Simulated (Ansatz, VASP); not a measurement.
SiGe: VASP beside Ansatz

```
CELL_PARAMETERS angstrom
4.09230 0.00000 0.00000
-2.04615 3.54404 0.00000
0.00000 0.00000 6.17488
ATOMIC_POSITIONS crystal
Si 0.66667 0.33333 0.87450
Si 0.33333 0.66667 0.37450
Ge 0.66667 0.33333 0.50050
Ge 0.33333 0.66667 0.00050
```

Alike in both runs: task single point; functional LDA; k mesh 12 × 12 × 6; occupations gaussian, width 0.03 eV; no spin polarisation.

|  | VASP | Ansatz |
| --- | --- | --- |
| version | VASP 6.6.1 | Ansatz 0.2.0 |
| potentials or method | VASP PAW LDA potentials, release 64 (Si, Ge_d) | scalar-relativistic, plane waves, PAW |
| plane-wave cutoff (eV) | 520 | 420 |
| valence electrons in the cell | 36 | 36 |

VASP gave:

- gap on the k mesh at the Fermi level (eV): none
- pressure (GPa): -4.3
- largest component of the traceless stress (GPa): 11.60
- rms of the force components (eV/Å): 0.551

**Question.** Which values does Ansatz return?

**Answer.** gap on the k mesh at the Fermi level (eV): none; pressure (GPa): -4.3; largest component of the traceless stress (GPa): 11.54; rms of the force components (eV/Å): 0.549.

Atom by atom the forces differ by 0.003 eV/Å (rms over components). A gap of «none» marks a metal or a gap that the smearing closes. Ansatz warned: «pseudo_functional_mismatch».
